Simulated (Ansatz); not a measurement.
Crystal: CdF2.

```xyz
3
Lattice="0.0000 2.6940 2.6940 2.6940 0.0000 2.6940 2.6940 2.6940 0.0000" Properties=species:S:1:pos:R:3 pbc="T T T"
Cd    0.0000    0.0000    0.0000
F     4.0410    4.0410    4.0410
F     1.3470    1.3470    1.3470
```

* Program: Ansatz 0.2.0
* Task: relaxation of cell and atoms
* Functional: PBE
* Dispersion: D3(BJ)
* Potentials or basis: Ansatz PAW
* Cutoff: 420 eV (not typed: the program's choice for these potentials)
* k mesh: 9 × 9 × 9
* Occupations: fermi-dirac, width 0.05 eV
* Spin: no spin polarisation

At the start: volume 13.03 Å³/atom.

Problem. Where does the relaxation end?

Solution. It ends after 5 steps and the volume is 13.45 Å³/atom (+3.2 %); space group Fm-3m (No. 225, to 0.05 Å).

The path:
```tsv
step	energy change (eV)	largest force (eV/Å)	volume (Å³)
1	0.0000	0.0000	39.10
2	-0.0072	0.0000	40.24
3	-0.0127	0.0000	40.24
4	-0.0124	0.0000	40.35
5	-0.0128	0.0000	40.35
```

Final structure:
```
Cd F
1.0
     0.00000    2.72224    2.72224
     2.72224    0.00000    2.72224
     2.72224    2.72224    0.00000
Cd F
1 2
Cartesian
  0.0000 0.0000 0.0000
  4.0834 4.0834 4.0834
  1.3611 1.3611 1.3611
```

Caveat: the plane-wave basis is chosen anew once the cell has moved, so the energies of steps on either side of that aren't comparable; the pressure holds a Pulay correction of +0.6 GPa for the finite cutoff.
